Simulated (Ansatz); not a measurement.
EuS under changes of volume

One of the cells (26.424 Å³/atom); the others are scaled copies at fixed shape and fractional positions:

```
Eu S
1.0
     0.00000    2.97850    2.97850
     2.97850    0.00000    2.97850
     2.97850    2.97850    0.00000
Eu S
1 1
Cartesian
  0.0000 0.0000 0.0000
  2.9785 2.9785 2.9785
```

```yaml
Program: Ansatz 0.2.0
Functional: PBEsol
Potentials_or_basis: Ansatz PAW
Cutoff: "420 eV (not typed: the program's choice for these potentials)"
k_mesh: 8 × 8 × 8
Occupations: fermi-dirac, width 0.05 eV
Spin: collinear spin, ferromagnetic start
Starting_moments: "[7.0, 0.0] μB"
```

```tsv
volume (Å³/atom)	energy over the lowest point (meV/atom)	pressure (GPa)	moment (μB per cell)
24.838	0.00	-3.0	6.96
25.367	11.27	-3.9	6.96
25.895	25.50	-4.7	6.97
26.424	42.26	-5.5	6.98
26.952	?	?	?
27.481	82.28	-6.7	6.99
28.009	105.07	-7.2	6.99
```

Task: What does the run at 26.952 Å³/atom give?

Result: Energy over the lowest point 61.27 meV/atom; pressure -6.1 GPa; moment 6.98 μB per cell.

Worked out: A Birch-Murnaghan fit of order 3 (a polynomial in V^(-2/3)) to the other rows has no minimum within the range. It gives 61.26 meV/atom at 26.952 Å³/atom, against the run's 61.27, and -dE/dV = -6.1 GPa, against -6.1. A straight line through the other rows of the moment, of slope 0.0109 μB per Å³/atom, gives 6.98 μB, against the run's 6.98.

Energies are extrapolated to zero smearing.

Caveats: a cell with one magnetic atom can't hold antiferromagnetic order, which such compounds often take; without U or exact exchange the open f shell lies at the Fermi level, which spoils levels, moments and volumes; the PAW data sets come from PBE, with cores solved anew for the run's functional, which leaves a small shift of forces and pressure.
